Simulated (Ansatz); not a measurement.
The system is TiAl3.

```
Ti Al
1.0
    -1.91111    1.91111    4.28067
     1.91111   -1.91111    4.28067
     1.91111    1.91111   -4.28067
Ti Al
1 3
Direct
  0.00000 0.00000 0.00000
  0.25000 0.75000 0.50000
  0.75000 0.25000 0.50000
  0.50000 0.50000 0.00000
```

The cell comes from a database or a generator and needn't be the stable form of this composition.

- Program: Ansatz 0.2.0
- Task: relaxation of cell and atoms
- Functional: PBEsol
- Dispersion: D3(BJ)-ATM
- Potentials or basis: Ansatz PAW
- Cutoff: 420 eV (not typed: the program's choice for these potentials)
- k mesh: 10 × 10 × 10
- Occupations: fermi-dirac, width 0.05 eV
- Spin: no spin polarisation

At the start: volume 15.63 Å³/atom.

Q: How do energy, volume and symmetry change on relaxing?

A: It ends after 5 steps and the volume is 15.07 Å³/atom (-3.6 %); space group I4/mmm (No. 139, to 0.05 Å).

The path:
| step | energy change (eV) | largest force (eV/Å) | volume (Å³) |
| --- | --- | --- | --- |
| 1 | 0.0000 | 0.0000 | 62.54 |
| 2 | -0.0234 | 0.0000 | 59.33 |
| 3 | -0.0305 | 0.0000 | 60.33 |
| 4 | -0.0306 | 0.0000 | 60.28 |
| 5 | -0.0300 | 0.0000 | 60.28 |

Final structure:
```
Ti Al
1.0
    -1.88855    1.88855    4.22548
     1.88855   -1.88855    4.22548
     1.88855    1.88855   -4.22548
Ti Al
1 3
Direct
  0.00000 0.00000 0.00000
  0.25000 0.75000 0.50000
  0.75000 0.25000 0.50000
  0.50000 0.50000 0.00000
```

Caveat: the plane-wave basis is chosen anew once the cell has moved, so the energies of steps on either side of that aren't comparable; pairwise dispersion overbinds metals, which lowers pressure and volume; the PAW data sets come from PBE, with cores solved anew for the run's functional, which leaves a small shift of forces and pressure.
